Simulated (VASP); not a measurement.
## AlN (rocksalt): one GW calculation on PBE orbitals in two programs

```
Al N
1.0
     0.00000    2.01887    2.01887
     2.01887    0.00000    2.01887
     2.01887    2.01887    0.00000
Al N
1 1
Direct
  0.00000 0.00000 0.00000
  0.50000 0.50000 0.50000
```

The two codes use different PAW datasets and cutoffs. VASP's cell holds 8 valence electrons and Ansatz's 8. Both sum 49 empty bands with a screening cutoff of 120 eV, short of the basis and mesh limit, and the G₀W₀ gap is that of the linearised levels of the first step.

Cutoffs: 500 eV in VASP, 420 eV in Ansatz. k meshes: 6×6×6 and 6×6×6.

```
                         VASP   Ansatz
 PBE gap on the mesh  4.65 eV  4.66 eV
G₀W₀ gap on the mesh  6.18 eV  6.24 eV
```
